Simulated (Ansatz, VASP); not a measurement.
**Two plane-wave programs on Si3O2**

```
Si O
1.0
     3.36731    0.00000    0.00000
     0.00000    3.36731    0.00000
     0.00000    0.00000    5.49595
Si O
3 2
Direct
  0.50000 0.50000 0.33161
  0.50000 0.50000 0.90234
  0.00000 0.00000 0.72143
  0.50000 0.00000 0.43363
  0.00000 0.50000 0.43363
```

Alike in both runs: functional PBE; k mesh 6 × 6 × 4; occupations gaussian, width 0.1 eV; no spin polarisation.

Ansatz relaxed the structure, and its values are those at the end. VASP's run is a single point on that final structure, the one shown.

|  | VASP | Ansatz |
| --- | --- | --- |
| version | VASP 6.6.1 | Ansatz 0.2.0 |
| potentials or method | VASP PAW PBE potentials, release 64 (Si, O) | scalar-relativistic, plane waves, PAW |
| plane-wave cutoff (eV) | 520 | 420 |
| valence electrons in the cell | 24 | 24 |

VASP gave:

| Property | Result |
| --- | --- |
| gap on the k mesh at the Fermi level (eV) | none |
| pressure (GPa) | 0.2 |
| rms of the force components (eV/Å) | 0.015 |

Question: Which values does Ansatz return?

Answer: gap on the k mesh at the Fermi level (eV): none; pressure (GPa): 0.2; rms of the force components (eV/Å): 0.006.

A gap of «none» marks a metal or a gap that the smearing closes.
